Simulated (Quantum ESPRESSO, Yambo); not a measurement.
# A GW chain in Yambo: InP (F-43m), part 3 of 3

How does a plane-wave GW calculation on InP (F-43m) run from the first input to the gap?

Quantum ESPRESSO 7.5 and Yambo 5.3.0; PBE and many-body steps on it, plane waves. Known limits of the many-body steps: not at the basis limit; coarse k mesh.

So far. Step 3 (Bands along the symmetry lines): The gap is 0.681 eV, as in the run before at this level. Step 4 (Empty states on the mesh, 4×4×4 mesh, 174 bands): On this mesh the gap is 0.681 eV.

The database entry behind the starting cell differs from later determinations by our own check (0.1 to 0.3 % short, probably kX units), so it need not match the best structure at ambient conditions.

## (6) Screening and self-energy, 4×4×4 mesh, 174 bands, screening to 149.7 eV

G0W0 replaces the xc potential by the self-energy, built once from these orbitals. Only a window of levels is corrected, while the sums run over the empty bands that the input names.

This step: G0W0 on PBE with spin-orbit coupling, plane waves, norm-conserving pseudopotentials.

Input file gw1.in:

```
HF_and_locXC
gw0
dyson
ppa
em1d
rim_cut
RandQpts= 1000000
RandGvec= 1 RL
EXXRLvcs= 80 Ry
VXCRLvcs= 320 Ry
Chimod= "HARTREE"
% BndsRnXp
 1 | 174 |
%
NGsBlkXp= 11 Ry
% LongDrXp
 1 | 1 | 1 |
%
% GbndRnge
 1 | 174 |
%
DysSolver= "n"
ExtendOut
PPAPntXp= 27.21138 eV
% QPkrange
 1 | 8 | 21 | 30 |
%
```

Command:

```
> OMP_NUM_THREADS=1 mpirun -n 4 yambo -F gw1.in -J gw1 -C gw1 > gw1.log
```

What it wrote:

```text
 Yambo, version 5.3.0

 [02] CORE Variables Setup
 =========================

  [... cell, symmetries and grids as in the set-up ...]

  [02.05] Energies & Occupations
  ==============================

  [X] === General ===
  [X] Electronic Temperature                        :  0.000000  0.000000 [eV K]
  [X] Bosonic    Temperature                        :  0.000000  0.000000 [eV K]
  [X] Finite Temperature mode                       : no
  [X] El. density                                   :  0.51656E+24 [cm-3]
  [X] Fermi Level                                   :  8.349752 [eV]

  [X] === Gaps and Widths ===
  [X] Conduction Band Min                           :  0.680775 [eV]
  [X] Valence Band Max                              :  0.000000 [eV]
  [X] Filled Bands                                  :  26
  [X] Empty Bands                                   :   27  174
  [X] Direct Gap                                    :  0.680775 [eV]
  [X] Direct Gap localized at k                     :  1
  [X] Indirect Gap                                  :  0.680775 [eV]
  [X] Indirect Gap between kpts                     :  1  1
  [X] Last valence band width                       :  2.878446 [eV]
  [X] 1st conduction band width                     :  3.579530 [eV]

 [03] Transferred momenta grid and indexing
 ==========================================

 IBZ Q-points                                      :   8
 BZ  Q-points                                      :   64

 K/Q-points units:
 rlu = crystal or reduced units; cc = cartesian coordinates; iku = interal k-units

 Q [1]          [rlu]:  0.000000  0.000000  0.000000
 Q [2]          [rlu]:  0.54193E-16  0.26437E-16  0.25000
 Q [3]          [rlu]: -0.10839E-15 -0.52875E-16 -0.50000
 Q [4]          [rlu]: -0.87374E-19  0.25000      0.25000
 Q [5]          [rlu]:  0.23853E-16  0.25000      0.50000
 Q [6]          [rlu]:  0.44978E-16  0.25000     -0.25000
 Q [7]          [rlu]:  0.17475E-18 -0.50000     -0.50000
 Q [8]          [rlu]:  0.250000 -0.500000 -0.250000

 [04] Coloumb potential Random Integration (RIM)
 ===============================================

  [04.01] RIM initialization
  ==========================

  * Diagonal components only detected *

  8 x (sBL volume)        :  0.091285 [a.u.]
  sBZ random points       :  1000000
  Points outside the sBZ  :   7999624
  RL volume               :  0.730277 [a.u.]
  Integrated volume       :  0.730312 [a.u.]

  [04.02] RIM integrals
  =====================

  Gamma point sphere radius             :  0.081674 [a.u.]
  Points outside the sphere             :   799635
  [Int_sBZ(q=0) 1/q^2]*(Vol_sBZ)^(-1/3) =:  7.763403
                                 should be <:  7.795600

  Summary of Coulomb integrals for non-metallic bands |Q|[au] RIM/Bare

  Q [1] 0.100000E-4 0.995870 * Q [2] 0.245646 1.064378
  Q [4] 0.283648 1.062979 * Q [6] 0.401138 1.025806
  Q [5] 0.470377 1.018843 * Q [3] 0.491292 1.016674
  Q [7] 0.567295 1.013309 * Q [8] 0.634256 1.010147

 [05] Dipoles
 ============

  [05.01] Setup: observables and procedures
  =========================================

  [WARNING] [x,Vnl] slows the Dipoles computation. To neglect it rename the ns.kb_pp file

 [06] Dynamic Dielectric Matrix (PPA)
 ====================================

 [WR./gw1//ndb.pp]---------------------------------------------------------------
  Brillouin Zone Q/K grids (IBZ/BZ)                :    8   64    8   64
  RL vectors                                       :   5029 [WF]
  Coulomb cutoff potential                         : none
  Electronic Temperature                           :  0.000000 [K]
  Bosonic    Temperature                           :  0.000000 [K]
  PPA    diel. fun.  energies                      : Perdew, Burke & Ernzerhof(X)+Perdew, Burke & Ernzerhof(C)
  wavefunctions                                    : Perdew, Burke & Ernzerhof(X)+Perdew, Burke & Ernzerhof(C)
  Global Gauge                                     : length
  X matrix size                                    :  229
  X band range                                     :    1  174
  X e/h energy range                               : -1.000000 -1.000000 [eV]
  X Time ordering                                  : R
  X Hxc Kernel                                     : HARTREE
  X Drude frequency                                :  0.000000  0.000000
  X poles                                          :  100.0000 [o/o]
  RL vectors in the sum                            :   5029
  [r,Vnl] included                                 : yes
  Field direction                                  :  0.577350E-5  0.577350E-5  0.577350E-5
  BZ energy Double Grid                            : no
  BZ energy DbGd points                            : 0
  BZ Q point size factor                           : -1.000000
  X Optical Averaged directions                    : none

 [07] Local Exchange-Correlation + Non-Local Fock
 ================================================

 [VXC] Plane waves :   32743
 [EXS] Plane waves :   4279

 QP @ state[ 1 ] K range:   1   8
 QP @ state[ 1 ] b range:  21  30

 [xc] Functional : Perdew, Burke & Ernzerhof(X)+Perdew, Burke & Ernzerhof(C)
 [xc] LIBXC used to calculate xc functional
  PP Number of Atomic Species                      :  2
  NLCC RL compoments                               :   32743
  PP Number of Atomic Species                      :  2
  NLCC RL compoments                               :   32743

 [xc] E_xc :  -18.18263 [Ha]
      E_xc :  -36.36526 [Ry]

  Local XC kind (lXC) : Perdew, Burke & Ernzerhof(X)+Perdew, Burke & Ernzerhof(C)
  Non-Local XC kind (nlXC) : Hartree-Fock

  Corrections @ K [1] :  [eV]
 <21|nlXC|21> = -14.83650  0.22799E-17 <21|lXC|21> = -12.98444  0.000000
 <22|nlXC|22> = -14.83650 -0.93203E-17 <22|lXC|22> = -12.98444  0.000000
 <23|nlXC|23> = -14.66085  0.12309E-16 <23|lXC|23> = -12.89759  0.000000
 <24|nlXC|24> = -14.66092  0.28604E-17 <24|lXC|24> = -12.89759  0.18882E-15
 <25|nlXC|25> = -14.66094 -0.84500E-17 <25|lXC|25> = -12.89759  0.000000
 <26|nlXC|26> = -14.66088 -0.16249E-17 <26|lXC|26> = -12.89759  0.000000
 <27|nlXC|27> = -7.791171 -0.22290E-17 <27|lXC|27> = -11.72504  0.000000
 <28|nlXC|28> = -7.791172 -0.29339E-17 <28|lXC|28> = -11.72504  0.000000
 <29|nlXC|29> = -6.483697  0.69194E-18 <29|lXC|29> = -10.86572 -0.18882E-15
 <30|nlXC|30> = -6.483696 -0.53475E-18 <30|lXC|30> = -10.86571  0.94408E-16

  Corrections @ K [2] :  [eV]
[...]
Corrections @ K [3] :  [eV]
[...]
Corrections @ K [4] :  [eV]
[...]
Corrections @ K [5] :  [eV]
[...]
[... 2 further k-points ...]
  Corrections @ K [8] :  [eV]
[...]
<26|nlXC|26> = -13.36974  0.27552E-17 <26|lXC|26> = -10.68353  0.88508E-17
 <27|nlXC|27> = -5.872701 -0.19208E-17 <27|lXC|27> = -10.02522  0.29503E-16
 <28|nlXC|28> = -5.823809  0.25791E-17 <28|lXC|28> = -9.946695  0.000000
 <29|nlXC|29> = -7.337336  0.29971E-17 <29|lXC|29> = -12.30183  0.000000
 <30|nlXC|30> = -7.335664  0.57125E-18 <30|lXC|30> = -12.29788 -0.14751E-17

  [07.01] Hartree-Fock occupations report
  =======================================

  [Hartree-Fock] === General ===
  [Hartree-Fock] Electronic Temperature             :  0.000000  0.000000 [eV K]
  [Hartree-Fock] Bosonic    Temperature             :  0.000000  0.000000 [eV K]
  [Hartree-Fock] Finite Temperature mode            : no
  [Hartree-Fock] El. density                        :  0.51656E+24 [cm-3]
  [Hartree-Fock] Fermi Level                        :  8.349752 [eV]

  [Hartree-Fock] === Gaps and Widths ===
  [Hartree-Fock] Conduction Band Min                :  4.614642 [eV]
  [Hartree-Fock] Valence Band Max                   : -1.763287 [eV]
  [Hartree-Fock] Filled Bands                       :  26
  [Hartree-Fock] Empty Bands                        :   27  174
  [Hartree-Fock] Direct Gap                         :  6.377929 [eV]
  [Hartree-Fock] Direct Gap localized at k          :  1
  [Hartree-Fock] Indirect Gap                       :  6.377929 [eV]
  [Hartree-Fock] Indirect Gap between kpts          :  1  1
  [Hartree-Fock] Last valence band width            :  3.801376 [eV]
  [Hartree-Fock] 1st conduction band width          :  3.798182 [eV]

 [08] Dyson equation: Newton solver
 ==================================

  [08.01] G0W0 (W PPA)
  ====================

  [  GW  ] Bands range     :    1  174
  [GW/PPA] G damping       :  0.100000 [eV]

  QP @ state[ 1 ] K range:   1   8
  QP @ state[ 1 ] b range:  21  30

   Sc/G bands                                       :    1  174
   Sc/G damping                                     :  0.100000 ev
   Sc bands terminator                              : no
   Sx RL components                                 :   4279

   QP @ state[ 1 ] K range                          :   1   8
   QP @ state[ 1 ] b range                          :  21  30
   GF energies kind                                 : Perdew, Burke & Ernzerhof(X)+Perdew, Burke & Ernzerhof(C)
   GF WF`s kind                                     : Perdew, Burke & Ernzerhof(X)+Perdew, Burke & Ernzerhof(C)
   Xs energies kind                                 : Perdew, Burke & Ernzerhof(X)+Perdew, Burke & Ernzerhof(C)
   Xs WF`s kind                                     : Perdew, Burke & Ernzerhof(X)+Perdew, Burke & Ernzerhof(C)

 [11] Game Over & Game summary
```

The job ended after 26 min (4 MPI ranks of Intel Xeon Platinum 8259CL at 2.50GHz (Skylake/Cascade Lake), shared host; peak memory 3.2 GiB; 1.7 h of CPU time).

This step gave:

```yaml
g0w0_gap_on_the_mesh: 1.362 eV
starting_gap_on_the_mesh: 0.6808 eV
k_of_the_valence_top: 0, 0, 0
k_of_the_conduction_bottom: 0, 0, 0
least_direct_g0w0_gap_on_the_computed_points: 1.362 eV
z_at_the_valence_top: 0.7812
z_at_the_conduction_bottom: 0.7948
```

The gap on the mesh goes from 0.68 eV to 1.36 eV, a correction of +0.68 eV.

Limits: finite bands, cutoff and mesh; coarse k mesh. v1 is the top filled band, c1 the lowest empty one. The levels before and after the correction (eV, zero at the valence-band top of each column):

```tsv
	conduction bottom	valence top
Kohn-Sham	0.68	0.00
G0W0	1.36	0.00
```

```tsv
	level	energy (eV)
Kohn-Sham	Γ v6-v5	-0.099
Kohn-Sham	Γ v4-v1	0.000
Kohn-Sham	Γ c1-c2	0.681
Kohn-Sham	Γ c3-c4	3.748
G0W0	Γ v6-v5	-0.099
G0W0	Γ v4-v1	0.000
G0W0	Γ c1-c2	1.362
G0W0	Γ c3-c4	4.528
```

## (7) Where the time went

Times are wall times on the hardware named with each run, good to a factor of about two.

```tsv
step	time	share	memory (GiB)
ground state	25 s	1 %	0.53
bands along the symmetry lines	23 s	1 %	0.39
empty states on the mesh	27 s	2 %	0.74
conversion and set-up	4.4 s	0 %	0.25
screening and self-energy	26 min	95 %	3.2
```

## (8) Summary of results

* PBE gap: 0.68 eV, direct
* G0W0 gap on the mesh: 1.36 eV
* GW settings: 4×4×4 mesh, 174 bands, screening to 149.7 eV, Godby-Needs plasmon pole
* known limits: not at the basis limit; coarse k mesh

G0W0 moves the gap on the mesh from 0.68 eV to 1.36 eV (+0.68 eV), with Z of 0.78 and 0.79 at the edges. The dearest step here is «screening and self-energy». Bands and cutoff are finite, so the gap is not at the basis limit. The miss can reach some tenths of an eV and take either sign; the mesh is an error of its own. The 4×4×4 mesh is coarse for this cell, which bears on the long-range parts of exchange and screening.

[Paths, hosts, dates, memory and timing lines, banners, echoed tables and standing remarks are left out of the program output.]

[Logs are printed without paths, hosts, clocks, repeated set-up lines and the standing remarks that a program may print on its own settings, such as how far it seeks lower states.]

[Runs of the session that timed out or met a known fault of the program may be left out.]

[Hosts, paths, dates, database ids (printed as entryN), source tags and the programs' standing remarks are cut or masked in the printed files.]
